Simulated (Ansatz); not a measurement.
Run on HfN (NiAs type): DFT, PBE, all-electron LAPW, scalar-relativistic (Ansatz 0.2.0). This run: single point at the cell that PAW relaxed from the NiAs type at 0.0059 GPa.

The cell comes from a relaxation on PAW files under the same functional, begun from a prototype that needn't be the stable phase.

Command: `ansatz run input.yaml --threads 1 --pin off --max-ram 3584MiB --backend cpu --events-out ev --progress --plain --runs-dir out` It took 34 s on 1 thread of Intel(R) Xeon(R) 6975P-C (Granite Rapids) (shared host), peak memory 0.71 GiB.

```yaml
crystal:
  lattice:
    - [3.1580519915, 0.0, 0.0]
    - [-1.5790259957, 2.7349532511, 0.0]
    - [0.0, 0.0, 5.6681879018]
  atoms:
    - { symbol: Hf, position: [0.0, 0.0, 0.0] }
    - { symbol: Hf, position: [0.0, 0.0, 0.5] }
    - { symbol: "N", position: [0.3333333333, 0.6666666667, 0.25] }
    - { symbol: "N", position: [0.6666666667, 0.3333333333, 0.75] }
kpoints:
  mp_grid: { grid: [10, 10, 6] }
scf:
  occupations: { method: fermi_dirac, width: 0.05 }
hamiltonian:
  xc: pbe
  pseudopotentials: { kind: all_electron, lapw: { basis_error: 0.0005 } }
output:
  forces: true
  stress: true
  eigenvalues: true
  populations: true
```

Output:

```
Hf: projections on atomic orbitals take those of the free atom 1s2 2s2 2p6 3s2 3p6 3d10 4s2 4p6 4d10 4f14 5s2 5p6 5d2 6s2, of charge +0.00 (hamiltonian.pseudopotentials.projection_atoms)
N: projections on atomic orbitals take those of the free atom 1s2 2s2 2p3, of charge +0.00 (hamiltonian.pseudopotentials.projection_atoms)
LAPW: plane waves up to 9.614 Å⁻¹, error target 5.0e-4 eV per atom; small_component_spin mean_spin; N in spheres of 0.981 Å, 7 of its electrons in bands, Dirac shells []; Hf in spheres of 1.328 Å, 42 of its electrons in bands, Dirac shells [] (how accurate: hamiltonian.pseudopotentials.lapw.basis_error, Limitations)
Engine: ansatz 0.2.0
Pseudopotentials: kind: all_electron
Pseudopotential: Hf, LAPW, valence charge 42, lapw/all_electron/scalar/gaussian/Hf, Koelling and Harmon's equation, gaussian nucleus
Pseudopotential: N, LAPW, valence charge 7, lapw/all_electron/scalar/gaussian/N, Koelling and Harmon's equation, gaussian nucleus
Functional definition: PBE
  parameter kappa = 0.804
  parameter beta = 0.06672455060314922
  exchange = pbe_x(kappa = kappa, mu = beta*pi^2/3)
  correlation = pbe_c(beta = beta)
Crystal: 4 atoms, lattice volume = 48.957 Å³
Basis set: ecut = 352.1572045010641 eV, 725 PW (Γ), exchange–correlation at level 2
Bands: 59, of which v1, the nominal top of the filled ones, is band 49 counted from 1 (48 counted from 0)
Symmetry: 24 space group operations
Space group: P63/mmc (ITA 194), of the structure as read, at distance tolerance 3.7e-5 Å
k-points: 56 of 600
Non-local potential: Hf, projectors of the file, none
Non-local potential: N, projectors of the file, none
Initial density: superposition of atomic densities (chi_scale 0.1, normalization cell, long waves kept (reshape's long-wave potential 0.00 eV rms))
Initial wavefunctions: plane waves of lowest kinetic energy (no species holds an atomic orbital)
Functional: x = pbe(κ = 0.804, μ = 0.2195149727645171), c = pbe(β = 0.06672455060314922)
iter 1 solved again at ethr=9.31e-3 eV; its pass at ethr=1.00e-1 eV (dr2=9.13e0 eV) is discarded
SCF iter   1: F=—  HF=-823489.771378 eV  |F-HF|=—  |Δ(HF+E_count)|=         —  Δρ=1.18e-1  dr2=9.13e0  ethr=9.31e-3  ⟨swp⟩=2.0  Hψ=20044  notcnv=0
preconditioner: auto → Kerker (q_TF=auto, 3.063 Å⁻¹)  [metal: Δε(μ)=0.050 eV  Ē_g=18.528 eV  σ=0.050 eV  W_gap=0.24  n_scr=22 (ndim 8)  ℏωp=40.4 eV  f_vac=0.000  D(μ)=1.30/eV (n_scr^D=2)]
iter 2 solved again at ethr=4.64e-4 eV; its pass at ethr=9.31e-3 eV (dr2=4.55e-1 eV) is discarded
SCF iter   2: F=—  HF=-823486.196268 eV  |F-HF|=—  |Δ(HF+E_count)|=    3.58e0  Δρ=2.87e-2  dr2=4.54e-1  ethr=4.64e-4  ⟨swp⟩=2.0  Hψ=16912  notcnv=0
SCF iter   3: F=—  HF=-823486.140187 eV  |F-HF|=—  |Δ(HF+E_count)|=   5.61e-2  Δρ=3.36e-2  dr2=8.18e-1  ethr=4.64e-4  ⟨swp⟩=2.1  Hψ=10503  notcnv=0
SCF iter   4: F=—  HF=-823486.213340 eV  |F-HF|=—  |Δ(HF+E_count)|=         —  Δρ=1.45e-2  dr2=1.53e-1  ethr=4.64e-4  ⟨swp⟩=2.0  Hψ=9948  notcnv=0
the basis was enlarged: its passes take 2.2 MiB over the memory plan, 1 of 1 planned eigensolver slots
SCF iter   5: F=—  HF=-823486.021202 eV  |F-HF|=—  |Δ(HF+E_count)|=   1.92e-1  Δρ=4.36e-3  dr2=4.16e-3  ethr=1.56e-4  ⟨swp⟩=2.0  Hψ=10143  notcnv=0
SCF iter   6: F=—  HF=-823486.021360 eV  |F-HF|=—  |Δ(HF+E_count)|=   1.58e-4  Δρ=1.80e-3  dr2=2.37e-3  ethr=4.25e-6  ⟨swp⟩=3.0  Hψ=10296  notcnv=0
SCF iter   7: F=—  HF=-823486.021065 eV  |F-HF|=—  |Δ(HF+E_count)|=   2.95e-4  Δρ=5.07e-4  dr2=1.28e-4  ethr=2.42e-6  ⟨swp⟩=2.0  Hψ=9985  notcnv=0
SCF iter   8: F=—  HF=-823486.021094 eV  |F-HF|=—  |Δ(HF+E_count)|=   2.91e-5  Δρ=1.20e-4  dr2=7.35e-6  ethr=1.31e-7  ⟨swp⟩=2.9  Hψ=10155  notcnv=0
SCF iter   9: F=—  HF=-823486.021095 eV  |F-HF|=—  |Δ(HF+E_count)|=   1.20e-6  Δρ=3.40e-5  dr2=6.89e-7  ethr=7.50e-9  ⟨swp⟩=3.0  Hψ=10306  notcnv=0
SCF iter  10: F=-823486.021095 eV  HF=-823486.021095 eV  |F-HF|=2.03e-8  |Δ(HF+E_count)|=   9.01e-8  Δρ=1.19e-5  dr2=9.85e-8  ethr=7.03e-10  ⟨swp⟩=2.0  Hψ=9986  notcnv=0
SCF 1 converged in 10 iterations: F = -823486.021095 eV  dr2 = 9.85e-8
SCF converged after 10 iterations
Free energy (F): -823486.021095 eV
Harris-Foulkes:  -823486.021095 eV  (|F-HF|=2.03e-8)
Internal energy: -823486.008254 eV  (E = F + TS)
E sigma→0 (E₀):  -823486.014674 eV
Entropy (-TS):   -0.012842 eV (-3.210 meV/atom)
Fermi energy:    22.426611 eV
--- Per-component energies (eV) ---
  E_band       = -8936.558430
  E_kinetic    = 915934.298941
  E_xc         = -17208.861479
  E_electrostatic = -1722211.445715  (all electrons and nuclei)
  E_smearing   = -0.012842  (= −TS)
  E_closure    = 0.000000  (closes the sum)
  E_atoms      = -823449.327090  (free atoms, spherical and without spin; not in F)
  Σ components = -823486.021095   (vs F -823486.021095, Δ=0.00e0)
  Basis errors (estimates in eV, not in F): energy 1.7e-4 per atom: plane waves 1.5e-4 (8.4e-5 summed), levels above the bands 2.5e-46, relativity 3.3e-8, radial functions 1.9e-5, core shells 2.8e-7; eigenvalues (radial functions only) 1.4e-6; not estimated: angular momenta, meshes, grids; target (lapw.basis_error) 5.0e-4; muffin-tin radii N 0.981 Å, Hf 1.328 Å
--- Forces (eV/Å), atoms counted from 1 ---
  atom   1  Hf     0.00000000     0.00000000     0.00000000
  atom   2  Hf    -0.00000000     0.00000000    -0.00000000
  atom   3  N      0.00000000     0.00000000     0.00000000
  atom   4  N     -0.00000000    -0.00000000     0.00000000
  max |Σ_I F_I| component: 2.31e-18 eV/Å
--- Stress (GPa, compression-positive) ---
        0.056385       0.000000       0.000000
        0.000000       0.056385       0.000000
        0.000000       0.000000       0.122524
  P = ⅓ Tr σ = 0.0784 GPa (0.784 kbar)
--- Band table (eV; the first three rows and the last of 56) ---
  k-point 0: bands = ["-355.0470", "-355.0470", "-351.6267", "-351.6267", "-351.6267", "-351.6267", "-351.5649", "-351.5649", "-179.5028", "-179.5028", "-179.5028", "-179.5028", "-179.4632", "-179.4632", "-179.4632", "-179.4632", "-179.4265", "-179.4264", "-40.1445", "-40.0589", "-9.5544", "-8.6415", "-8.6415", "-8.5089", "-8.5089", "-8.2379", "5.6712", "7.7620", "9.8915", "9.9337", "9.9407", "9.9407", "10.0031", "10.0031", "10.0086", "10.0098", "10.0100", "10.0100", "10.0719", "10.0905", "10.0905", "10.1156", "14.2081", "17.4038", "17.4038", "19.5923", "19.5969", "20.1678", "20.1678", "23.2545", "23.2545", "23.2618", "23.2618", "24.3172", "27.2107", "27.4380", "27.7580", "27.7580", "29.2153"]
  k-point 1: bands = ["-355.0470", "-355.0470", "-351.6267", "-351.6267", "-351.6267", "-351.6267", "-351.5649", "-351.5649", "-179.5028", "-179.5028", "-179.5028", "-179.5028", "-179.4632", "-179.4632", "-179.4632", "-179.4632", "-179.4265", "-179.4264", "-40.1388", "-40.0647", "-9.4742", "-8.6327", "-8.6327", "-8.5179", "-8.5179", "-8.3355", "5.8022", "7.6054", "9.8930", "9.9342", "9.9449", "9.9449", "9.9989", "9.9989", "10.0087", "10.0098", "10.0146", "10.0146", "10.0629", "10.0803", "10.0842", "10.0842", "14.5003", "17.5258", "17.5258", "18.5921", "19.8246", "19.8246", "20.5466", "23.3880", "23.3880", "23.6137", "23.6137", "24.7106", "26.4028", "27.4855", "27.4855", "27.6308", "28.9292"]
  k-point 2: bands = ["-355.0470", "-355.0470", "-351.6267", "-351.6267", "-351.6267", "-351.6267", "-351.5649", "-351.5649", "-179.5028", "-179.5028", "-179.5028", "-179.5028", "-179.4632", "-179.4632", "-179.4632", "-179.4632", "-179.4264", "-179.4264", "-40.1233", "-40.0805", "-9.2500", "-8.6087", "-8.6087", "-8.5943", "-8.5424", "-8.5424", "6.1623", "7.1944", "9.8991", "9.9297", "9.9563", "9.9563", "9.9876", "9.9876", "10.0089", "10.0095", "10.0277", "10.0277", "10.0300", "10.0416", "10.0678", "10.0678", "15.2653", "17.4598", "17.8810", "17.8810", "19.1310", "19.1310", "21.7151", "23.7495", "23.7495", "24.1620", "24.1620", "24.9026", "25.6443", "27.1132", "27.1132", "27.4269", "28.2046"]
  k-point 55: bands = ["-355.0470", "-355.0470", "-351.6267", "-351.6267", "-351.6267", "-351.6267", "-351.5649", "-351.5649", "-179.5028", "-179.5028", "-179.5028", "-179.5028", "-179.4632", "-179.4632", "-179.4632", "-179.4632", "-179.4264", "-179.4264", "-40.0513", "-40.0513", "-9.1483", "-9.1483", "-9.0052", "-9.0052", "-8.7466", "-8.7466", "7.3923", "7.3923", "9.9297", "9.9297", "9.9800", "9.9800", "9.9902", "9.9902", "10.0128", "10.0128", "10.0241", "10.0241", "10.0542", "10.0542", "10.1037", "10.1037", "16.1820", "16.1820", "17.0357", "17.0357", "17.7548", "17.7548", "23.0892", "23.0892", "25.1122", "25.1122", "26.2188", "26.2188", "27.5535", "27.5535", "30.8551", "30.8551", "31.7498"]
--- Löwdin populations: 4 sites ---
  site symbol       q [e]
     0     Hf     71.2303
     1     Hf     71.2303
     2      N      7.7150
     3      N      7.7150
  spilling = 0.000692 (of n_electrons = 158.000000)
```

populations.tsv:

```
# site	symbol	l	j	q
# orbitals = lowdin
# n_electrons = 158.000000
# spilling = 0.000692
# projection_atom_Hf: 1s2 2s2 2p6 3s2 3p6 3d10 4s2 4p6 4d10 4f14 5s2 5p6 5d2 6s2
# projection_atom_N: 1s2 2s2 2p3
0	Hf	0_1S	-	1.999999
0	Hf	0_2S	-	1.999976
0	Hf	0_3S	-	1.999693
0	Hf	0_4S	-	1.996842
0	Hf	0_5S	-	1.948651
0	Hf	0_6S	-	0.463463
0	Hf	1_2P	-	6.000000
0	Hf	1_3P	-	5.999997
0	Hf	1_4P	-	5.999818
0	Hf	1_5P	-	5.977834
0	Hf	2_3D	-	10.000000
0	Hf	2_4D	-	9.999929
0	Hf	2_5D	-	2.848953
0	Hf	3_4F	-	13.995176
1	Hf	0_1S	-	1.999999
1	Hf	0_2S	-	1.999976
1	Hf	0_3S	-	1.999693
1	Hf	0_4S	-	1.996842
1	Hf	0_5S	-	1.948651
1	Hf	0_6S	-	0.463463
1	Hf	1_2P	-	6.000000
1	Hf	1_3P	-	5.999997
1	Hf	1_4P	-	5.999818
1	Hf	1_5P	-	5.977834
1	Hf	2_3D	-	10.000000
1	Hf	2_4D	-	9.999929
1	Hf	2_5D	-	2.848953
1	Hf	3_4F	-	13.995176
2	N	0_1S	-	1.996181
2	N	0_2S	-	1.498551
2	N	1_2P	-	4.220281
3	N	0_1S	-	1.996181
3	N	0_2S	-	1.498551
3	N	1_2P	-	4.220281
```

Next run (zincblende relaxed under pressure), as changes to the input before:

```diff
   lattice:
-    - [3.1580519915, 0.0, 0.0]
-    - [-1.5790259957, 2.7349532511, 0.0]
-    - [0.0, 0.0, 5.6681879018]
+    - [0.0, 2.4577608819, 2.4577608819]
+    - [2.4577608819, 0.0, 2.4577608819]
+    - [2.4577608819, 2.4577608819, 0.0]
   atoms:
-    - { symbol: Hf, position: [0.0, 0.0, 0.5] }
-    - { symbol: "N", position: [0.3333333333, 0.6666666667, 0.25] }
-    - { symbol: "N", position: [0.6666666667, 0.3333333333, 0.75] }
+    - { symbol: "N", position: [0.25, 0.25, 0.25] }
 kpoints:
-  mp_grid: { grid: [10, 10, 6] }
+  mp_grid: { grid: [14, 14, 14] }
 scf:
   eigenvalues: true
-  populations: true
+relax:
+  f_tol: 0.005
+  max_steps: 12
+  cell: { p_target: 0.0059, stress_tol: 0.03 }
```

Command: `ansatz run input.yaml --threads 1 --pin off --max-ram 3584MiB --backend cpu --events-out ev --progress --plain --runs-dir out` It took 59 s on 1 thread of Intel(R) Xeon(R) 6975P-C (Granite Rapids), with other jobs on the host, peak memory 0.58 GiB.

Results part of the output:

```
basis re-selected at this cell: Δ(F+E_penalty+E_count) = +9.895e-10 eV, ΔP = +0.000 GPa vs the last step (what re-selecting the basis moved, after the strain that the cell walked since its last selection, with what the two solves' SCF thresholds leave and, on support functions, any second-order correction that the steps lacked; it is no measure of the basis error at this ecutwfc). This SCF's stress stands 9.80e-3 GPa from its target on what of the cell is left free (relax.cell.stress_tol is 3.00e-2 GPa) and its largest allowed force component is 3.42e-16 eV/Å (relax.f_tol is 5.00e-3 eV/Å): within both
SCF converged after 2 iterations
Free energy (F): -411743.209702 eV
Harris-Foulkes:  -411743.209702 eV  (|F-HF|=1.55e-8)
Internal energy: -411743.204660 eV  (E = F + TS)
E sigma→0 (E₀):  -411743.207181 eV
Entropy (-TS):   -0.005042 eV (-2.521 meV/atom)
Fermi energy:    18.092551 eV
--- Per-component energies (eV) ---
  E_band       = -5660.880584
  E_kinetic    = 457967.913624
  E_xc         = -8603.287777
  E_electrostatic = -861107.830507  (all electrons and nuclei)
  E_smearing   = -0.005042  (= −TS)
  E_closure    = 0.000000  (closes the sum)
  E_atoms      = -411724.663545  (free atoms, spherical and without spin; not in F)
  Σ components = -411743.209702   (vs F -411743.209702, Δ=0.00e0)
  Basis errors (estimates in eV, not in F): energy 2.2e-4 per atom: plane waves 2.0e-4 (1.2e-4 summed), levels above the bands 4.1e-73, relativity 2.1e-8, radial functions 2.1e-5, core shells 2.2e-11; eigenvalues (radial functions only) 1.2e-6; not estimated: angular momenta, meshes, grids; target (lapw.basis_error) 5.0e-4; muffin-tin radii N 0.863 Å, Hf 1.202 Å
[... lines left out ...]
       -0.003897       0.000000      -0.000000
        0.000000      -0.003897       0.000000
       -0.000000       0.000000      -0.003897
  P = ⅓ Tr σ = -0.0039 GPa (-0.039 kbar)
--- Band table (eV; the first three rows and the last of 104) ---
  k-point 0: bands = ["-489.2890", "-359.1889", "-356.0124", "-356.0124", "-356.0124", "-183.8921", "-183.8921", "-183.8714", "-183.8714", "-183.8714", "-44.4894", "-13.0611", "-13.0611", "-13.0611", "1.7695", "5.5606", "5.5606", "5.5606", "5.6284", "5.6284", "5.6284", "5.7066", "12.6112", "12.6112", "12.6112", "17.3678", "20.2773", "20.2773", "24.6072", "24.6072", "24.6072"]
  k-point 1: bands = ["-489.2890", "-359.1889", "-356.0124", "-356.0124", "-356.0124", "-183.8921", "-183.8921", "-183.8714", "-183.8714", "-183.8714", "-44.4884", "-13.0853", "-13.0642", "-13.0642", "1.8287", "5.5608", "5.5618", "5.5618", "5.6264", "5.6264", "5.6285", "5.7089", "12.4917", "12.6492", "12.6492", "17.6475", "20.1893", "20.1893", "24.4658", "24.7295", "24.7295"]
  k-point 2: bands = ["-489.2890", "-359.1889", "-356.0124", "-356.0124", "-356.0124", "-183.8921", "-183.8921", "-183.8714", "-183.8714", "-183.8714", "-44.4856", "-13.1522", "-13.0728", "-13.0728", "1.9920", "5.5618", "5.5650", "5.5650", "5.6209", "5.6209", "5.6287", "5.7143", "12.2410", "12.7520", "12.7520", "18.3476", "20.0079", "20.0079", "24.1241", "24.9633", "24.9633"]
  k-point 103: bands = ["-489.2890", "-359.1889", "-356.0124", "-356.0124", "-356.0124", "-183.8921", "-183.8921", "-183.8714", "-183.8714", "-183.8714", "-44.4626", "-13.4399", "-13.3028", "-13.2210", "3.2475", "5.5659", "5.5814", "5.5945", "5.5959", "5.5972", "5.6107", "5.6770", "12.2487", "13.1635", "14.4739", "16.7688", "19.4668", "21.6441", "23.0444", "24.4989", "28.0248"]
--- Relaxed structure (2 steps of the walk, 2 accepted, 1 SCFs on fresh bases) ---
  F+E_penalty+E_count = -411743.20970203 eV   max|allowed force component| = 3.423e-16 eV/Å   (the final SCF, on the basis selected at the relaxed cell)
  cell:  # Å, volume = 29.6987 Å³
    - [2.86614676850377e-35, 2.457927550459716, 2.457927550459716]
    - [2.457927550459716, 1.156012529963187e-33, 2.457927550459716]
    - [2.457927550459716, 2.457927550459716, 1.1146126321959104e-33]
  atoms:
    - { symbol: Hf, position: [-4.893491208142093e-34, 3.1711782057768196e-34, 5.1873455592565475e-34] }
    - { symbol: N, position: [0.25, 0.25, 0.25] }
```

Spin–orbit coupling is left out, which matters for the heavy atoms.
